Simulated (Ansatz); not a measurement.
## P (I-42d) at 2 levels of theory

One geometry, relaxed with PBE; plane waves with PAW potentials in Ansatz, scalar-relativistic. No spin polarisation. Gaps are the least over mesh and band path; pressure is positive in compression.

```
CELL_PARAMETERS angstrom
-3.93905 3.93905 3.21916
3.93905 -3.93905 3.21916
3.93905 3.93905 -3.21916
ATOMIC_POSITIONS crystal
P 0.27679 0.40717 0.75050
P 0.65667 0.52629 0.24950
P 0.27629 0.90667 0.74950
P 0.15717 0.52679 0.25050
P 0.09333 0.84283 0.36962
P 0.47321 0.72371 0.63038
P 0.59283 0.34333 0.86962
P 0.47371 0.72321 0.13038
```

| level | cutoff (eV) | k mesh | gap (eV) | pressure (GPa) |
| --- | --- | --- | --- | --- |
| PBE | 420 | 6×6×6 | 1.58 | 0.0 |

What comes out on the same cell with PBEsol?

| level | cutoff (eV) | k mesh | gap (eV) | pressure (GPa) |
| --- | --- | --- | --- | --- |
| PBEsol | 420 | 6×6×6 | 1.50 | -1.8 |

The cell was found from a structure generator's guess, not taken from experiment.
